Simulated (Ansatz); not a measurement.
# CuO (Tenorite) (C2/c) in Ansatz: further runs

One crystal, CuO (Tenorite), is run at these levels: revPBE+D3(BJ); tasks: single point, equation of state.

Everything below comes from runs of Ansatz 0.2.0. Logs are shortened: lines on timing, memory, paths and dates and some standing lists are left out, and cuts for length are marked.

## Step 1: Starting point

It takes space group C2/c (No. 15, monoclinic). Conventional cell: a = 4.684 Å, b = 3.423 Å, c = 5.129 Å, α = 90.00°, β = 99.54°, γ = 90.00°. Cu (site symmetry -1) has 4 O at 1.95 to 1.96 Å as nearest neighbours. O (site symmetry 2) has 4 Cu at 1.95 to 1.96 Å as nearest neighbours.

## Step 2: Single point, revPBE+D3(BJ), 9.53 Å³/atom (volume scaled by 0.94)

Contents of input.yaml:

```yaml
crystal:
  lattice:
    - [2.2940437287, -1.6763657078, 0.0]
    - [2.2940437287, 1.6763657078, 0.0]
    - [-0.8326750593, 0.0, 4.9546185987]
  atoms:
    - { symbol: Cu, position: [0.5, 0.0, 0.5] }
    - { symbol: Cu, position: [0.0, 0.5, 0.0] }
    - { symbol: O, position: [0.4184, 0.5816, 0.75] }
    - { symbol: O, position: [0.5816, 0.4184, 0.25] }
hamiltonian:
  xc: revpbe
  pseudopotentials: { kind: paw }
  dispersion: d3bj
kpoints:
  mp_grid: { grid: [10, 10, 5] }
scf:
  occupations: { method: fermi_dirac, width: 0.05 }
output:
  forces: true
  stress: true
  eigenvalues: true
```

Potentials or basis: Ansatz PAW.

Run with:

```
$ ansatz run input.yaml --threads 2 --pin off --max-ram 5120MiB --backend cpu --events-out ev --progress --plain --runs-dir out
```

The log of the run:

```text
Warning: RAYON_NUM_THREADS=2 ignored (pool sized by the plan → 2); use --threads N
Engine: ansatz 0.2.0, x86_64-unknown-linux-gnu
Pseudopotentials: kind: paw
Pseudopotential: Cu, paw, valence charge 19, recommended cutoff 420 eV (normal), Cu.paw.azcp
Pseudopotential: O, paw, valence charge 6, recommended cutoff 420 eV (normal), O.paw.azcp
Functional definition: revPBE
  parameter kappa = 1.245
  parameter beta = 0.06672455060314922
  exchange = pbe_x(kappa = kappa, mu = beta*pi^2/3)
  correlation = pbe_c(beta = beta)
Crystal: 4 atoms, lattice volume = 38.108 Å³
Basis set: ecut = 420 eV, 759 PW (Γ), exchange–correlation on 40×40×72 points (8 copies of the dense FFT grid, shifted against one another)
Bands: 30, of which v1, the nominal top of the filled ones, is band 25 counted from 1 (24 counted from 0)
Symmetry: 4 space group operations
Space group: C2/c (ITA 15), of the structure as read, at distance tolerance 3.4e-5 Å
k-points: 141 of 500
Non-local potential: Cu, projectors of the file, l = 0: 3, l = 1: 2, l = 2: 3, l = 3: 1
Non-local potential: O, projectors of the file, l = 0: 2, l = 1: 2, l = 2: 1
PAW form: soft (Blöchl's): semilocal exchange-correlation on the pseudo side does not see the compensation charge
PAW frozen core: Cu, regenerated for the run's functional, and the local potential with it (the file was generated under x = pbe(κ = 0.804, μ = 0.2195149727645171), c = pbe(β = 0.06672455060314922))
PAW frozen core: O, regenerated for the run's functional, and the local potential with it (the file was generated under x = pbe(κ = 0.804, μ = 0.2195149727645171), c = pbe(β = 0.06672455060314922))
PAW one-centre angular grid: Cu, 590 points (default); XC on 64 Gauss nodes
PAW one-centre angular grid: O, 110 points (default); XC on 64 Gauss nodes
Initial density: superposition of atomic densities (neutral atoms: chi_scale 0, normalization atom), corrected by the library's trained network
Initial wavefunctions: pseudopotential atomic-orbital guess
Functional: x = revpbe(κ = 1.245, μ = 0.2195149727645171), c = pbe(β = 0.06672455060314922)
SCF iter   1: F=—  HF=-14394.339560 eV  |F-HF|=—  |Δ(HF+E_count)|=         —  Δρ=7.70e-3  dr2=9.01e-3  ethr=1.77e-3  ⟨swp⟩=5.8  Hψ=14667  notcnv=0
preconditioner: auto → Kerker (q_TF=auto, 2.855 Å⁻¹)  [metal: Δε(μ)=0.003 eV  Ē_g=11.812 eV  σ=0.050 eV  W_gap=0.01  n_scr=18 (ndim 8)  ℏωp=35.1 eV  f_vac=0.000  D(μ)=2.26/eV (n_scr^D=26)]
SCF iter   2: F=—  HF=-14394.337724 eV  |F-HF|=—  |Δ(HF+E_count)|=   1.84e-3  Δρ=2.80e-3  dr2=1.36e-3  ethr=1.80e-5  ⟨swp⟩=2.0  Hψ=8114  notcnv=0
SCF iter   3: F=—  HF=-14394.337474 eV  |F-HF|=—  |Δ(HF+E_count)|=   2.51e-4  Δρ=1.40e-3  dr2=4.90e-4  ethr=2.72e-6  ⟨swp⟩=2.1  Hψ=6461  notcnv=0
SCF iter   4: F=—  HF=-14394.337379 eV  |F-HF|=—  |Δ(HF+E_count)|=   9.47e-5  Δρ=3.62e-4  dr2=5.55e-5  ethr=9.81e-7  ⟨swp⟩=2.6  Hψ=6711  notcnv=0
SCF iter   5: F=—  HF=-14394.337387 eV  |F-HF|=—  |Δ(HF+E_count)|=   8.13e-6  Δρ=1.25e-4  dr2=4.60e-6  ethr=1.11e-7  ⟨swp⟩=2.3  Hψ=6570  notcnv=0
SCF iter   6: F=—  HF=-14394.337389 eV  |F-HF|=—  |Δ(HF+E_count)|=   1.36e-6  Δρ=2.44e-5  dr2=1.90e-7  ethr=9.20e-9  ⟨swp⟩=2.2  Hψ=6375  notcnv=0
SCF iter   7: F=-14394.337389 eV  HF=-14394.337389 eV  |F-HF|=1.40e-8  |Δ(HF+E_count)|=   2.09e-7  Δρ=1.30e-5  dr2=5.78e-8  ethr=2.00e-10  ⟨swp⟩=4.1  Hψ=15612  notcnv=0
SCF 1 converged in 7 iterations: F = -14394.337389 eV  dr2 = 5.78e-8
SCF converged after 7 iterations
Free energy (F): -14394.337389 eV
Harris-Foulkes:  -14394.337389 eV  (|F-HF|=1.40e-8)
Internal energy: -14394.318939 eV  (E = F + TS)
E sigma→0 (E₀):  -14394.328164 eV
Entropy (-TS):   -0.018450 eV (-4.612 meV/atom)
Fermi energy:    13.672054 eV
--- Per-component energies (eV) ---
  E_band       = -799.319993
  E_kinetic    = 947.681584
  E_local      = -9435.269383  (includes V_loc(G=0)·N_el)
  E_nonlocal   = 877.720485
  E_hartree    = 4098.413183
  E_xc         = -326.093134
  E_vxc        = -418.176464  (∫ρ·V_xc dr)
  E_paw        = -3649.027842  (= ΣΔE_a)
  E_vpaw       = -968.088748  (= ΣTr[D̂ρ^β])
  E_aug_tail   = 0.005373  (compensation charges beyond the density's cutoff)
  E_ewald      = -6905.291809
  E_disp       = -2.366543  (pairwise vdW)
  E_core_change = -0.090853  (= ΣΔE_core)
  E_smearing   = -0.018450  (= −TS)
  E_closure    = 0.000000  (closes the sum)
  Σ components = -14394.337389   (vs F -14394.337389, Δ=0.00e0)
--- Forces (eV/Å), atoms counted from 1 ---
  atom   1  Cu     0.00000000     0.00000000     0.00000000
  atom   2  Cu     0.00000000     0.00000000     0.00000000
  atom   3  O      0.00000000     0.00147143     0.00000000
  atom   4  O      0.00000000    -0.00147143     0.00000000
  max |Σ_I F_I| component: 9.47e-30 eV/Å
--- Stress (GPa, compression-positive) ---
       13.665115       0.000000      -3.308242
        0.000000      11.102839       0.000000
       -3.308241       0.000000      15.257997
  P = ⅓ Tr σ = 13.3420 GPa (133.420 kbar)
--- Band table (eV; the first three rows and the last of 141) ---
  k-point 0: bands = ["-99.2433", "-99.2424", "-56.7257", "-56.7254", "-56.6929", "-56.6812", "-56.2790", "-56.2783", "-7.0033", "-5.5020", "4.8205", "7.5878", "8.0030", "10.0263", "10.1917", "10.2229", "10.2882", "10.4053", "10.6850", "10.7998", "11.0566", "11.2458", "11.3121", "11.8649", "13.8738", "14.6701", "15.6060", "19.7655", "22.2170", "27.3243"]
  k-point 1: bands = ["-99.2432", "-99.2424", "-56.7256", "-56.7254", "-56.6918", "-56.6824", "-56.2789", "-56.2784", "-6.8840", "-5.6776", "5.2334", "7.6766", "8.0385", "9.3776", "9.6537", "9.7014", "10.4230", "10.6128", "10.9054", "10.9353", "11.1626", "11.3719", "11.5707", "11.7475", "13.8300", "14.4999", "16.1394", "19.2891", "22.9909", "27.3545"]
  k-point 2: bands = ["-99.2430", "-99.2427", "-56.7255", "-56.7254", "-56.6890", "-56.6854", "-56.2788", "-56.2785", "-6.5526", "-6.0966", "6.3387", "7.8147", "7.9005", "8.1060", "9.2347", "9.2928", "10.5907", "10.6898", "10.9968", "11.0879", "11.1375", "11.3858", "11.8538", "11.9794", "13.7950", "14.0941", "17.2478", "18.3603", "24.6699", "26.5980"]
  k-point 140: bands = ["-99.2410", "-99.2408", "-56.7433", "-56.7416", "-56.6875", "-56.6851", "-56.2902", "-56.2890", "-5.4288", "-5.3158", "6.2224", "6.7690", "7.4675", "7.5830", "7.9947", "8.3959", "10.5313", "10.8575", "11.2074", "11.2305", "11.7515", "11.7742", "12.2021", "12.3140", "12.9591", "13.6452", "18.2299", "19.4812", "22.6792", "23.4709"]
```

It took 13 s on 2 threads of Intel Xeon at 2.50GHz (Skylake/Cascade Lake), shared host; peak memory 0.42 GiB.

What came out:

| Property | Result |
| --- | --- |
| Free energy | -14394.3374 eV |
| Pressure | 13.3 GPa |
| Band gap on the k mesh | none (metal or under the smearing width) |

Caveat: the pressure holds a Pulay correction of +0.7 GPa for the finite cutoff; the run has no spin polarisation, though such a crystal can be magnetic; semilocal functionals often make such compounds metallic where correlation or magnetic order opens a gap, which also shifts bond lengths; pairwise dispersion overbinds metals, which lowers pressure and volume; the PAW data sets come from PBE, with cores solved anew for the run's functional, which leaves a small shift of forces and pressure.

## Step 3: Single point, revPBE+D3(BJ), 9.73 Å³/atom (volume scaled by 0.96)

Changes to input.yaml since step 2:

```diff
@@ -2,5 +2,5 @@
   lattice:
-    - [2.2940437287, -1.6763657078, 0.0]
-    - [2.2940437287, 1.6763657078, 0.0]
-    - [-0.8326750593, 0.0, 4.9546185987]
+    - [2.3101994985, -1.6881714891, 0.0]
+    - [2.3101994985, 1.6881714891, 0.0]
+    - [-0.8385391614, 0.0, 4.9895114286]
   atoms:
```

Potentials or basis: Ansatz PAW.

Run with:

```
$ ansatz run input.yaml --threads 2 --pin off --max-ram 5120MiB --backend cpu --events-out ev --progress --plain --runs-dir out
```

Wall time 12 s (2 threads of Intel Xeon at 2.50GHz (Skylake/Cascade Lake), shared host); peak memory 0.43 GiB.

The run converged. Its results:

```
Free energy            : -14394.3930 eV
Pressure               : 8.7 GPa
Largest force          : 0.077 eV/Å
Band gap on the k mesh : none (metal or under the smearing width)
```

Caveat: the pressure holds a Pulay correction of +0.7 GPa for the finite cutoff; the run has no spin polarisation, though such a crystal can be magnetic; semilocal functionals often make such compounds metallic where correlation or magnetic order opens a gap, which also shifts bond lengths; pairwise dispersion overbinds metals, which lowers pressure and volume; the PAW data sets come from PBE, with cores solved anew for the run's functional, which leaves a small shift of forces and pressure.

## Step 4: Single point, revPBE+D3(BJ), 9.93 Å³/atom (volume scaled by 0.98)

Changes to input.yaml since step 3:

```diff
@@ -2,5 +2,5 @@
   lattice:
-    - [2.3101994985, -1.6881714891, 0.0]
-    - [2.3101994985, 1.6881714891, 0.0]
-    - [-0.8385391614, 0.0, 4.9895114286]
+    - [2.3261324123, -1.699814419, 0.0]
+    - [2.3261324123, 1.699814419, 0.0]
+    - [-0.8443223728, 0.0, 5.0239229397]
   atoms:
@@ -22 +22,5 @@
   eigenvalues: true
+  write_density: true
+  write_potential: true
+  elf: true
+  volumetric_format: npy
```

Run with:

```
$ ansatz run input.yaml --threads 2 --pin off --max-ram 5120MiB --backend cpu --events-out ev --progress --plain --runs-dir out
```

It took 14 s on 2 threads of Intel Xeon at 2.50GHz (Skylake/Cascade Lake), shared host; peak memory 0.43 GiB.

The run converged. Its results:

| Quantity | Value |
| --- | --- |
| Free energy | -14394.4264 eV |
| Pressure | 4.6 GPa |
| Largest force | 0.148 eV/Å |
| Band gap on the k mesh | none (metal or under the smearing width) |

Caveat: the pressure holds a Pulay correction of +0.7 GPa for the finite cutoff; the run has no spin polarisation, though such a crystal can be magnetic; semilocal functionals often make such compounds metallic where correlation or magnetic order opens a gap, which also shifts bond lengths; pairwise dispersion overbinds metals, which lowers pressure and volume; the PAW data sets come from PBE, with cores solved anew for the run's functional, which leaves a small shift of forces and pressure.

## Step 5: Single point, revPBE+D3(BJ), 10.13 Å³/atom

Changes to input.yaml since step 4:

```diff
@@ -2,5 +2,5 @@
   lattice:
-    - [2.3261324123, -1.699814419, 0.0]
-    - [2.3261324123, 1.699814419, 0.0]
-    - [-0.8443223728, 0.0, 5.0239229397]
+    - [2.34185, -1.7113, 0.0]
+    - [2.34185, 1.7113, 0.0]
+    - [-0.8500274268, 0.0, 5.0578693947]
   atoms:
```

Run with:

```
$ ansatz run input.yaml --threads 2 --pin off --max-ram 5120MiB --backend cpu --events-out ev --progress --plain --runs-dir out
```

Wall time 16 s (2 threads of Intel Xeon at 2.50GHz (Skylake/Cascade Lake), shared host); peak memory 0.43 GiB.

The run converged. Its results:

* Free energy: -14394.4401 eV
* Pressure: 0.9 GPa
* Largest force: 0.214 eV/Å
* Band gap on the k mesh: none (metal or under the smearing width)

Caveat: the pressure holds a Pulay correction of +0.7 GPa for the finite cutoff; the run has no spin polarisation, though such a crystal can be magnetic; semilocal functionals often make such compounds metallic where correlation or magnetic order opens a gap, which also shifts bond lengths; pairwise dispersion overbinds metals, which lowers pressure and volume; the PAW data sets come from PBE, with cores solved anew for the run's functional, which leaves a small shift of forces and pressure.

## Step 6: Single point, revPBE+D3(BJ), 10.34 Å³/atom (volume scaled by 1.02)

Changes to input.yaml since step 5:

```diff
@@ -2,5 +2,5 @@
   lattice:
-    - [2.34185, -1.7113, 0.0]
-    - [2.34185, 1.7113, 0.0]
-    - [-0.8500274268, 0.0, 5.0578693947]
+    - [2.3573593924, -1.7226334429, 0.0]
+    - [2.3573593924, 1.7226334429, 0.0]
+    - [-0.8556569116, 0.0, 5.0913661947]
   atoms:
```

Potentials or basis: Ansatz PAW.

Run with:

```
$ ansatz run input.yaml --threads 2 --pin off --max-ram 5120MiB --backend cpu --events-out ev --progress --plain --runs-dir out
```

It took 18 s on 2 threads of Intel Xeon at 2.50GHz (Skylake/Cascade Lake), shared host; peak memory 0.44 GiB.

The run converged. Its results:

| Item | Value |
| --- | --- |
| Free energy | -14394.4362 eV |
| Pressure | -2.4 GPa |
| Largest force | 0.274 eV/Å |
| Band gap on the k mesh | none (metal or under the smearing width) |

Caveat: the pressure holds a Pulay correction of +0.7 GPa for the finite cutoff; the run has no spin polarisation, though such a crystal can be magnetic; semilocal functionals often make such compounds metallic where correlation or magnetic order opens a gap, which also shifts bond lengths; pairwise dispersion overbinds metals, which lowers pressure and volume; the PAW data sets come from PBE, with cores solved anew for the run's functional, which leaves a small shift of forces and pressure.

## Step 7: Single point, revPBE+D3(BJ), 10.54 Å³/atom (volume scaled by 1.04)

Changes to input.yaml since step 6:

```diff
@@ -2,5 +2,5 @@
   lattice:
-    - [2.3573593924, -1.7226334429, 0.0]
-    - [2.3573593924, 1.7226334429, 0.0]
-    - [-0.8556569116, 0.0, 5.0913661947]
+    - [2.3726673498, -1.7338196878, 0.0]
+    - [2.3726673498, 1.7338196878, 0.0]
+    - [-0.861213281, 0.0, 5.1244279405]
   atoms:
```

Run with:

```
$ ansatz run input.yaml --threads 2 --pin off --max-ram 5120MiB --backend cpu --events-out ev --progress --plain --runs-dir out
```

Wall time 16 s (2 threads of Intel Xeon at 2.50GHz (Skylake/Cascade Lake), shared host); peak memory 0.44 GiB.

Results (log left out):

* Free energy: -14394.4164 eV
* Pressure: -5.3 GPa
* Largest force: 0.330 eV/Å
* Band gap on the k mesh: none (metal or under the smearing width)

Caveat: the pressure holds a Pulay correction of +0.7 GPa for the finite cutoff; the run has no spin polarisation, though such a crystal can be magnetic; semilocal functionals often make such compounds metallic where correlation or magnetic order opens a gap, which also shifts bond lengths; pairwise dispersion overbinds metals, which lowers pressure and volume; the PAW data sets come from PBE, with cores solved anew for the run's functional, which leaves a small shift of forces and pressure.

## Step 8: Single point, revPBE+D3(BJ), 10.74 Å³/atom (volume scaled by 1.06)

Changes to input.yaml since step 7:

```diff
@@ -2,5 +2,5 @@
   lattice:
-    - [2.3726673498, -1.7338196878, 0.0]
-    - [2.3726673498, 1.7338196878, 0.0]
-    - [-0.861213281, 0.0, 5.1244279405]
+    - [2.3877802882, -1.744863423, 0.0]
+    - [2.3877802882, 1.744863423, 0.0]
+    - [-0.8666988638, 0.0, 5.157068489]
   atoms:
```

Run with:

```
$ ansatz run input.yaml --threads 2 --pin off --max-ram 5120MiB --backend cpu --events-out ev --progress --plain --runs-dir out
```

It took 15 s on 2 threads of Intel Xeon at 2.50GHz (Skylake/Cascade Lake), shared host; peak memory 0.45 GiB.

It converged, with:

```yaml
Free_energy: -14394.3827 eV
Pressure: -8.0 GPa
Largest_force: 0.380 eV/Å
Band_gap_on_the_k_mesh: none (metal or under the smearing width)
```

Caveat: the pressure holds a Pulay correction of +0.6 GPa for the finite cutoff; the run has no spin polarisation, though such a crystal can be magnetic; semilocal functionals often make such compounds metallic where correlation or magnetic order opens a gap, which also shifts bond lengths; pairwise dispersion overbinds metals, which lowers pressure and volume; the PAW data sets come from PBE, with cores solved anew for the run's functional, which leaves a small shift of forces and pressure.

## Step 9: Equation of state, revPBE+D3(BJ)

Potentials or basis: Ansatz PAW.

No new run: the results of the series are fitted here.

What came out:

```yaml
Equilibrium_volume: 10.19 Å³/atom
Bulk_modulus_at_fixed_shape_and_positions: 170 GPa
Pressure_derivative_of_the_bulk_modulus: 4.7
```

Energy against volume, from the lowest point:
| volume (Å³/atom) | energy (meV/atom) |
| --- | --- |
| 9.527 | 25.68 |
| 9.730 | 11.77 |
| 9.932 | 3.42 |
| 10.135 | 0.00 |
| 10.338 | 0.99 |
| 10.540 | 5.92 |
| 10.743 | 14.35 |

Caveat: the potentials were made for another functional, which shifts forces and pressure; the cell was scaled at fixed shape and fractional positions, which overstates the stiffness of a crystal with free parameters, most of all of layers and chains; the run has no spin polarisation, though such a crystal can be magnetic.
